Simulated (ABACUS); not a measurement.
**Na under changes of volume**

One of the cells (39.256 Å³/atom); the others are scaled copies at fixed shape and fractional positions:

```
Na
1.0
    -2.14100    2.14100    2.14100
     2.14100   -2.14100    2.14100
     2.14100    2.14100   -2.14100
Na
1
Direct
  0.00000 0.00000 0.00000
```

```yaml
Program: ABACUS 3.10.1
Functional: PBE
Potentials_or_basis: PseudoDojo NC SR 0.4.1 PBE standard
Cutoff: 1361 eV
Density_cutoff: 5442 eV
Basis: DZP LCAO (the cutoffs set its grid)
k_mesh: 9 × 9 × 9
Occupations: fermi-dirac, width 0.05 eV
Spin: no spin polarisation
```

| volume (Å³/atom) | energy over the lowest point (meV/atom) | pressure (GPa) |
| --- | --- | --- |
| 36.901 | 0.00 | 0.0 |
| 37.686 | ? | ? |
| 38.471 | 1.43 | -0.3 |
| 39.256 | 3.16 | -0.5 |
| 40.041 | 5.74 | -0.6 |
| 40.827 | 8.98 | -0.7 |
| 41.612 | 12.69 | -0.8 |

**Question.** What does the run at 37.686 Å³/atom give?

**Answer.** Energy over the lowest point 0.13 meV/atom; pressure -0.1 GPa.

Worked out: A Birch-Murnaghan fit of order 3 (a polynomial in V^(-2/3)) to the other rows has its minimum at 37.02 Å³/atom with B0 = V·E''(V) = 8.2 GPa (rough, since the energies scatter). It gives 0.30 meV/atom at 37.686 Å³/atom, against the run's 0.13, and -dE/dV = -0.1 GPa, against -0.1.

Energies are extrapolated to zero smearing.

Caveats: the atomic orbitals were generated for these runs and aren't a published set; the basis of atomic orbitals isn't converged, which shifts pressures, moduli and gaps.
